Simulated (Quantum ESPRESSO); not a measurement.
## SiC (Moissanite) in Quantum ESPRESSO: the effect of functional

SiC (Moissanite):

```
CELL_PARAMETERS angstrom
3.07600 0.00000 0.00000
-1.53800 2.66389 0.00000
0.00000 0.00000 5.04800
ATOMIC_POSITIONS crystal
Si 0.66667 0.33333 0.50000
Si 0.33333 0.66667 0.00000
C 0.66667 0.33333 0.88500
C 0.33333 0.66667 0.38500
```

Alike in all runs:

| Property | Result |
| --- | --- |
| Program | Quantum ESPRESSO 7.5 |
| Task | phonons |
| Cutoff | 1116 eV |
| Density cutoff | 4463 eV |
| k mesh | 4 × 4 × 2, shifted |
| Occupations | fermi-dirac, width 0.05 eV |
| Spin | no spin polarisation |

Each run relaxes the cell or the atoms first.

```csv
functional,potentials or basis,relaxed volume (Å³/atom),highest phonon frequency (cm⁻¹)
LDA,PseudoDojo 0.4.1 SR LDA standard,10.12,841
PBE,PseudoDojo 0.4.1 SR PBE standard,10.50,815
PW91,PseudoDojo 0.4.1 SR PBE standard,10.52,814
BLYP,PseudoDojo 0.4.1 SR PBE standard,?,?
RPBE,PseudoDojo 0.4.1 SR PBE standard,10.55,812
vdW-DF-cx,PseudoDojo 0.4.1 SR PBE standard,10.44,819
```

Q: What does the run with functional BLYP give?

A: Relaxed volume 10.83 Å³/atom; highest phonon frequency 798 cm⁻¹.

Caveats: all runs use coarse meshes; the potentials were made for another functional, which shifts forces and pressure (some runs).
